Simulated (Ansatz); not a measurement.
## Cu under changes of volume

One of the cells (11.810 Å³/atom); the others are scaled copies at fixed shape and fractional positions:

```xyz
1
Lattice="0.0000 1.8075 1.8075 1.8075 0.0000 1.8075 1.8075 1.8075 0.0000" Properties=species:S:1:pos:R:3 pbc="T T T"
Cu    0.0000    0.0000    0.0000
```

* Program: Ansatz 0.2.0
* Functional: PBEsol
* Potentials or basis: Ansatz PAW
* Cutoff: 420 eV (not typed: the program's choice for these potentials)
* k mesh: 13 × 13 × 13
* Occupations: fermi-dirac, width 0.05 eV
* Spin: no spin polarisation

```tsv
volume (Å³/atom)	energy over the lowest point (meV/atom)	pressure (GPa)
11.102	2.02	3.3
11.338	0.00	-0.4
11.574	3.09	-3.7
11.810	?	?
12.047	22.35	-9.1
12.283	37.48	-11.4
12.519	55.71	-13.3
```

Task: What does the run at 11.810 Å³/atom give?

Result: Energy over the lowest point 10.73 meV/atom; pressure -6.6 GPa.

Worked out: A Birch-Murnaghan fit of order 3 (a polynomial in V^(-2/3)) to the other rows has its minimum at 11.31 Å³/atom with B0 = V·E''(V) = 169 GPa and B' = 5.0. It gives 10.70 meV/atom at 11.810 Å³/atom, against the run's 10.73, and -dE/dV = -6.6 GPa, against -6.6.

Energies are extrapolated to zero smearing.

Caveats: the PAW data sets come from PBE, with cores solved anew for the run's functional, which leaves a small shift of forces and pressure.
